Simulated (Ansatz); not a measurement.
The system is Se.

```
CELL_PARAMETERS angstrom
4.36620 0.00000 0.00000
-2.18310 3.78124 0.00000
0.00000 0.00000 4.95360
ATOMIC_POSITIONS crystal
Se 0.77460 0.77460 0.00000
Se 0.00000 0.22540 0.66667
Se 0.22540 0.00000 0.33333
```

Base run:

- Program: Ansatz 0.2.0
- Functional: PBE
- Potentials or basis: Ansatz PAW
- Cutoff: 800 eV
- Density cutoff: 3200 eV
- k mesh: 7 × 7 × 6
- Occupations: fermi-dirac, width 0.05 eV
- Spin: no spin polarisation

Its results: band gap on the k mesh 1.21 eV, indirect (least direct gap 1.48 eV); pressure 2.8 GPa; largest force 0.400 eV/Å.

Q: The run is repeated on the same cell with these changes: functional from PBE to r2SCAN; cutoff from 800 eV to 500 eV (not typed: the program's choice for these potentials). What comes out?

A: Band gap on the k mesh 1.46 eV, indirect (least direct gap 1.71 eV); pressure 1.3 GPa; largest force 0.053 eV/Å.

r2SCAN gives the wider gap, since meta-GGAs in the generalised Kohn-Sham scheme recover part of the derivative discontinuity.

Caveats: odd divisions of the mesh miss points on the zone boundary, where band edges often lie, so the gap on the mesh can be too wide (some runs); the k mesh misses the band edges, so the gap on the mesh is wider than the one along the path (some runs); the PAW data sets come from PBE, with cores solved anew for the run's functional, which leaves a small shift of forces and pressure (some runs).
